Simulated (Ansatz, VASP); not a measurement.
HfO2: VASP beside Ansatz

```xyz
3
Lattice="0.0000 2.5488 2.5488 2.5488 0.0000 2.5488 2.5488 2.5488 0.0000" Properties=species:S:1:pos:R:3 pbc="T T T"
Hf    0.0000    0.0000    0.0000
O     1.2744    1.2744    0.9744
O     3.8232    3.8232    3.8232
```

Alike in both runs: task single point; functional PBE; k mesh 8 × 8 × 8; occupations gaussian, width 0.05 eV; no spin polarisation.

|  | VASP | Ansatz |
| --- | --- | --- |
| version | VASP 6.6.1 | Ansatz 0.2.0 |
| potentials or method | VASP PAW PBE potentials, release 64 (Hf_pv, O) | scalar-relativistic, plane waves, PAW |
| plane-wave cutoff (eV) | 520 | 420 |
| valence electrons in the cell | 22 | 38 |

|  | VASP | Ansatz | Ansatz less VASP |
| --- | --- | --- | --- |
| gap on the k mesh at the Fermi level (eV) | 3.54 | 3.54 | -0.002 |
| least direct gap on the mesh (eV) | 3.54 | 3.54 | -0.002 |
| pressure (GPa) | 3.5 | 7.0 | +3.50 |
| largest component of the traceless stress (GPa) | 9.77 | 10.58 | +0.806 |
| rms of the force components (eV/Å) | 1.437 | 1.456 | +0.0192 |

Atom by atom the forces differ by 0.022 eV/Å (rms over components). With one functional, cell and mesh, what is left measures potentials, basis and numerics. The two sets of potentials don't hold the same shells in valence.

Caveats: spin-orbit coupling is left out, which moves the levels of the heavy elements; forces of over 1 eV/Å show positions far from the minimum, so gaps and moduli don't describe the material at rest. A k mesh can miss the band edges.
